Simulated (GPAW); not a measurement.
A run of GPAW 26.7.0 is set up as follows.

File run.py:

```python
from ase import Atoms
from ase.dft.bandgap import bandgap
from ase.io import write
from gpaw import GPAW, PW

atoms = Atoms(['Sn', 'Se'],
              cell=[[0.0, 3.01, 3.01],
                    [3.01, 0.0, 3.01],
                    [3.01, 3.01, 0.0]],
              scaled_positions=[[0.0, 0.0, 0.0],
                                [0.5, 0.5, 0.5]],
              pbc=True)

calc = GPAW(mode=PW(600),
            xc='TB09',
            kpts={'size': (8, 8, 8), 'gamma': True},
            occupations={'name': 'fermi-dirac', 'width': 0.05},
            nbands=19,
            convergence={'density': 1e-05, 'energy': 1e-05},
            eigensolver='cg',
            maxiter=150,
            txt='gpaw.txt')
atoms.calc = calc
energy = atoms.get_potential_energy()
calc.write('gs.gpw')
write('result.traj', atoms)
print('Fermi level:', round(calc.get_fermi_level(), 4), 'eV')
print(f'Gap: {bandgap(calc)[0]:.4f} eV, direct: {bandgap(calc, direct=True)[0]:.4f} eV')
```

Potentials or basis: GPAW PAW data sets for LDA (gpaw-data 1.2.1), pw.

Run with:

```sh
$ OMP_NUM_THREADS=1 python run.py
```

Task: What does it give for the band gap on the k mesh?

Result: 0.27 eV, direct.

Caveat: a model potential gives levels but no total energy; spin-orbit coupling is left out, which moves the levels of the heavy elements. A k mesh can miss the band edges.
